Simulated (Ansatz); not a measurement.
**Pd (dhcp): energy against volume**

These are results of DFT, RPBE, plane waves (420 eV) with PAW, scalar-relativistic in Ansatz 0.2.0, not measurements. (PAW data from PBE, frozen cores regenerated.)

The cell is scaled uniformly from the relaxed one, with fractional coordinates and shape fixed. Energies are extrapolated to zero smearing, pressures are those at the given smearing. Magnetic state: spin not included.

A Birch-Murnaghan fit gives V₀ = 15.81 Å³/atom, B₀ = 146 GPa, B₀′ = 5.6.

(1) What are the energy above the minimum and the pressure at 14.572 Å³/atom?

(2) What are the energy above the minimum and the pressure at 15.206 Å³/atom?

(3) What are the energy above the minimum and the pressure at 17.740 Å³/atom?

## Answers

(1) 52.7 meV/atom and 15.30 GPa as computed.

(2) 11.3 meV/atom and 6.65 GPa as computed.

(3) 83.7 meV/atom and -11.92 GPa as computed.
